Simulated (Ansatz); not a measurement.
**CuO: relaxation of cell and atoms with PBE+U**

CuO:

```
Cu O
1.0
     2.83633    0.00000    0.00000
    -1.41816    2.45633    0.00000
     0.00000    0.00000    2.76811
Cu O
1 1
Direct
  0.00000 0.00000 0.00000
  0.66667 0.33333 0.50000
```

Measurements of this composition are mostly on another form, of space group No. 15.

```json
{
  "Program": "Ansatz 0.2.0",
  "Task": "relaxation of cell and atoms",
  "Functional": "PBE",
  "Potentials or basis": "Ansatz PAW",
  "Cutoff": "420 eV (not typed: the program's choice for these potentials)",
  "k mesh": "11 × 11 × 10",
  "Occupations": "fermi-dirac, width 0.05 eV",
  "Spin": "no spin polarisation",
  "Hubbard terms": "Cu d U = 5.3 eV",
  "Hubbard projectors": "ortho-atomic (the default)",
  "Double counting": "fll (the default)"
}
```

```yaml
Relaxed_volume: 9.92 Å³/atom
Relaxed_cell: a = 2.918 Å, b = 2.918 Å, c = 2.690 Å, α = 90.00°, β = 90.00°, γ = 120.00°
Space_group_after_relaxing_to_0.05_Å: P-6m2 (No. 187)
Energy_gained_by_relaxing: 13.1 meV/atom
Ionic_steps: 8
Pressure_after_relaxing: 0.0 GPa
Band_gap_on_the_k_mesh: none (metal or under the smearing width)
```

Step by step:
| step | energy change (eV) | largest force (eV/Å) | volume (Å³) |
| --- | --- | --- | --- |
| 1 | 0.0000 | 0.0000 | 19.29 |
| 2 | -0.0200 | 0.0000 | 19.59 |
| 3 | -0.0225 | 0.0000 | 19.77 |
| 4 | -0.0224 | 0.0000 | 19.80 |
| 5 | -0.0224 | 0.0000 | 19.80 |
| 6 | -0.0261 | 0.0000 | 19.80 |
| 7 | -0.0260 | 0.0000 | 19.84 |
| 8 | -0.0262 | 0.0000 | 19.84 |

Final structure:
```
Cu O
1.0
     2.91824    0.00000    0.00000
    -1.45912    2.52727    0.00000
     0.00000    0.00000    2.69050
Cu O
1 1
Direct
  0.00000 0.00000 0.00000
  0.66667 0.33333 0.50000
```

Levels at points of the mesh, in eV from the Fermi level:
```
            k point  band 11  band 12  band 13  band 14  band 15  band 16
 (0.00, 0.00, 0.00)    -1.66    -0.19    -0.19     1.75    16.38    16.38
(0.00, 0.00, -0.50)    -2.04    -0.12    -0.12     7.86     8.02    20.93
```

Eigenvalues of the final occupation matrices:
```
  site  spin  trace               eigenvalues
site 1     1   4.80  0.91 0.91 0.99 0.99 1.00
```

Wall time 19 s on 2 threads of Arm Neoverse V1, with other jobs on the host, peak memory 0.33 GiB.

Caveat: the plane-wave basis is chosen anew once the cell has moved, so the energies of steps on either side of that aren't comparable; the pressure holds a Pulay correction of +0.7 GPa for the finite cutoff; an odd number of electrons without spin polarisation forces a metal; a magnetic or distorted state may lie lower; the run has no spin polarisation, though such a crystal can be magnetic; U without spin polarisation on a metal has little footing.
